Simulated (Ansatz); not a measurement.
CoO (Fm-3m)

Computed with Ansatz (plane waves, PAW): LDA+U, U_eff = 4.0 eV (Dudarev form) on Co d, fully localised double counting, spinors with spin–orbit coupling, 420 eV, PAW set soft_2 (made for PBE), 8×8×8 mesh, Gaussian smearing of 0.05 eV.

```
Co O
1.0
     0.00000    2.13150    2.13150
     2.13150    0.00000    2.13150
     2.13150    2.13150    0.00000
Co O
1 1
Direct
  0.00000 0.00000 0.00000
  0.50000 0.50000 0.50000
```

The structure is that of a cell as deposited in COD, unrelaxed.

Cell and atoms stay fixed. Atoms count from 1 in the text and from 0 in parts of the program's output.

Two runs on this cell converged from different starts. The ends of their outputs, energies left out (λ are the eigenvalues of a shell's occupation matrix):

Run A:

```
Magnetization: |M| = 2.9747 μB,  M = (+2.9747, +0.0000, +0.0000) μB
Absolute magnetization: 2.9771 μB (∫|m|, with the PAW one-centre terms)
  site 0: m = (+2.5540,  0.0000,  0.0000) μB, |m| = 2.5540 μB  (R = 0.88 Å)
  site 1: m = (+0.2504, +0.0000,  0.0000) μB, |m| = 0.2504 μB  (R = 0.88 Å)
Entropy (-TS):   -0.000090 eV (-0.045 meV/atom)
Fermi energy:    13.104196 eV
--- Hubbard shell moments (per corrected site; Tr N, ν in electrons; μ in μ_B) ---
  shell 0: Tr N=7.3124  μ_S=(+2.6493,  0.0000, +0.0000)  μ_L=(+0.0402,  0.0000, +0.0000)  μ=(+2.6895,  0.0000, +0.0000)  ν=0.0989 along (+1.000, +0.000, +0.000)
--- Forces (eV/Å), atoms counted from 1 ---
  atom   1  Co     0.00000000     0.00000000     0.00000000
  atom   2  O      0.00000000     0.00000000     0.00000000
--- Stress (GPa, compression-positive) ---
      -12.059010       0.000000       0.000000
        0.000000     -11.749005       0.000000
        0.000000       0.000000       0.213206
  P = ⅓ Tr σ = -7.8649 GPa (-78.649 kbar)
--- Löwdin populations: 2 sites ---
  site symbol       q [e]
     0     Co     15.8431
     1      O      7.0251
--- Occupation matrices: 1 shell (run DFT+U table (all-electron-ortho-atomic); ε = 2.00e-2, under-converged) ---
  Co0 d_3D spinor Tr n = 7.3124  λ = 0.056 0.124 0.160 0.992 0.993 0.994 0.997 0.998 0.998 0.999
```

Run B:

```
Magnetization: |M| = 2.9932 μB,  M = (-1.1730, +1.6859, -2.1774) μB
Absolute magnetization: 2.9971 μB (∫|m|, with the PAW one-centre terms)
Moment direction: turned by 1.9595 rad
  site 0: m = (-1.0095, +1.4509, -1.8738) μB, |m| = 2.5759 μB  (R = 0.88 Å)
  site 1: m = (-0.0980, +0.1409, -0.1820) μB, |m| = 0.2501 μB  (R = 0.88 Å)
Fermi energy:    13.503394 eV
--- Hubbard shell moments (per corrected site; Tr N, ν in electrons; μ in μ_B) ---
  shell 0: Tr N=7.3035  μ_S=(-1.0457, +1.5030, -1.9410)  μ_L=(-0.4237, +0.6099, -0.7953)  μ=(-1.4695, +2.1129, -2.7363)  ν=0.0715 along (-0.392, +0.563, -0.727)
--- Forces (eV/Å), atoms counted from 1 ---
  atom   1  Co     0.00000000     0.00000000     0.00000000
  atom   2  O      0.00000000     0.00000000     0.00000000
--- Stress (GPa, compression-positive) ---
       -8.291443       0.273409       0.110897
        0.273508      -8.524222      -0.106132
        0.111600      -0.105862      -8.827103
  P = ⅓ Tr σ = -8.5476 GPa (-85.476 kbar)
--- Löwdin populations: 2 sites ---
  site symbol       q [e]
     0     Co     15.8362
     1      O      7.0314
--- Occupation matrices: 1 shell (run DFT+U table (all-electron-ortho-atomic); ε = 2.00e-2, under-converged) ---
  Co0 d_3D spinor Tr n = 7.3035  λ = 0.056 0.140 0.143 0.987 0.988 0.996 0.996 0.998 0.999 0.999
```

Which run lies higher in energy, by how much, and why?

Run A, by 80.4 meV/atom. Run A has no gap on the mesh (a metal); run B has a gap of 1.11 eV. Run A kept 4 symmetry operations, run B 2. Flag on run A: mesh too coarse for this metal, possible saddle point, occupations loosely converged. Flag on run B: occupations loosely converged. With J = 0 the Hubbard energy is (U/2) Σ λ(1 − λ), a penalty on fractional natural occupations. The sums Σ λ(1 − λ) over the cell's shells are 0.33 for run B and 0.32 for run A, which at U/2 = 2.00 eV give 0.66 and 0.65 eV per cell. The two differ by 0.01 eV, within U times the program's tolerance on the occupations (0.02), so the energy difference isn't parted into terms.

With one Co ion in the cell, Co moments can't oppose each other.

In the lower state the fixed cell carries a pressure of -8.5 GPa (the cell is larger than this level of theory would relax to); relaxing would change energies and could change the order of close states.

Run A started from: random orbitals: single harmonics, high spin, moments Co1 (3.00, 0.00, 0.00) μB, occupations held for 12 iterations. Run B started from: random orbitals: random mixtures, one electron more, moments Co1 (2.00, 0.00, 0.00) μB, occupations held for 5 iterations. At this level the cell was started in 11 ways, of which 4 didn't converge. Run B holds the lowest state found for this cell, which doesn't make it the ground state. For metallic states the mesh is coarse, so energy differences carry some meV/atom. U wasn't fitted or computed for this material, so the results show what this U gives and needn't match the real solid. Where a metal has almost no states within the smearing of the Fermi level on this mesh, its moment and stress follow whole counts of k-points and would move on a finer mesh. The program marks an occupation table as loosely converged. A gap on the mesh alone may shrink between mesh points.
